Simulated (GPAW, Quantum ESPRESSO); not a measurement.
One calculation of Sr, 3 ways

```
Sr
1.0
     0.00000    3.04235    3.04235
     3.04235    0.00000    3.04235
     3.04235    3.04235    0.00000
Sr
1
Direct
  0.00000 0.00000 0.00000
```

Alike in all runs: task band structure; functional PBE; k mesh 8 × 8 × 8; occupations fermi-dirac, width 0.05 eV; no spin polarisation; no spin-orbit coupling. Pressure is positive in compression and, in plane waves, holds the error of the finite cutoff.

```json
{"program and potentials": "GPAW, PAW data sets generated for this functional", "plane-wave cutoff (eV)": "600", "notes": "-", "pressure (GPa)": "-0.28"}
{"program and potentials": "Quantum ESPRESSO, PseudoDojo 0.4.1 SR PBE standard", "plane-wave cutoff (eV)": "925", "notes": "-", "pressure (GPa)": "-0.33"}
{"program and potentials": "GPAW, GPAW PAW data sets (gpaw-data 1.2.1)", "plane-wave cutoff (eV)": "600", "notes": "-", "pressure (GPa)": "-0.28"}
```

The pressure spans -0.33 (Quantum ESPRESSO, PseudoDojo 0.4.1 SR PBE standard) to -0.28 GPa (GPAW, PAW data sets generated for this functional).

Differences between rows come from potentials, basis sets and numerical settings, since the functional is the same but for its coding. Runs on potential files found faulty are left out.
